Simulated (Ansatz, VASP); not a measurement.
## MgO: VASP beside Ansatz

```
Mg O
1.0
     0.00000    2.25897    2.25897
     2.25897    0.00000    2.25897
     2.25897    2.25897    0.00000
Mg O
1 1
Cartesian
  0.0000 0.0000 0.0000
  1.1295 1.1295 1.1295
```

Alike in both runs: task single point; functional PBE; k mesh 8 × 8 × 8; no spin polarisation.

|  | VASP | Ansatz |
| --- | --- | --- |
| version | VASP 6.6.1 | Ansatz 0.2.0 |
| potentials or method | VASP PAW PBE potentials, release 64 (Mg, O) | plane waves, PAW |
| plane-wave cutoff (eV) | 520 | 420 |
| occupations | gaussian, width 0.01 eV | fixed |
| valence electrons in the cell | 8 | 16 |

Ansatz gave:

* gap on the k mesh at the Fermi level (eV): 3.83
* pressure (GPa): 8.0

Question: What did VASP give for the same quantities?

Answer: gap on the k mesh at the Fermi level (eV): 3.82; pressure (GPa): 7.7.

The two sets of potentials don't hold the same shells in valence.

PBE gaps usually lie below the measured ones, often by a third to a half.
